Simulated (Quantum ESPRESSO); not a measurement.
A run of Quantum ESPRESSO 7.5:

File pw.in:

```
&CONTROL
  calculation = 'vc-relax'
  prefix = 'pwscf'
  outdir = './tmp'
  pseudo_dir = './pseudo'
  tprnfor = .true.
  tstress = .true.
  disk_io = 'low'
  nstep = 40
  forc_conv_thr = 0.0004
  etot_conv_thr = 1d-05
/
&SYSTEM
  ibrav = 0
  A = 4.01
  nat = 3
  ntyp = 2
  ecutwfc = 84
  nbnd = 34
  occupations = 'smearing'
  smearing = 'fd'
  degauss = 0.00367493
  vdw_corr = 'grimme-d3'
  dftd3_version = 4
/
&ELECTRONS
  conv_thr = 6d-10
  electron_maxstep = 120
  mixing_beta = 0.5
/
&IONS
  ion_dynamics = 'bfgs'
/
&CELL
  cell_dynamics = 'bfgs'
  press = 0
  press_conv_thr = 0.3
/
ATOMIC_SPECIES
Pt   195.0840 Pt.upf
Te   127.6000 Te.upf
CELL_PARAMETERS alat
   1.0000000000    0.0000000000    0.0000000000
  -0.5000000000    0.8660254038    0.0000000000
   0.0000000000    0.0000000000    1.2970074813
ATOMIC_POSITIONS alat
Pt     0.0000000000    0.0000000000    0.0000000000
Te     0.5000000000    0.2886751346    0.9727556110
Te    -0.0000000001    0.5773502692    0.3242518703
K_POINTS automatic
8 8 5 0 0 0
```

Potentials or basis: PseudoDojo 0.4.1 SR PBE standard.

Launch:

```bash
$ OMP_NUM_THREADS=1 pw.x -in pw.in > pw.out
```

Hardware: 1 thread of Arm Neoverse V2, with other jobs on the host.

Problem. How long does it take, and how much memory?

Solution. Run time: 21 min on 1 thread of Arm Neoverse V2 (shared host), peak memory 0.26 GiB. Counts: scf iterations 99, k pools 1, bands 34, ion steps 12, k points 40, g dense 50805.
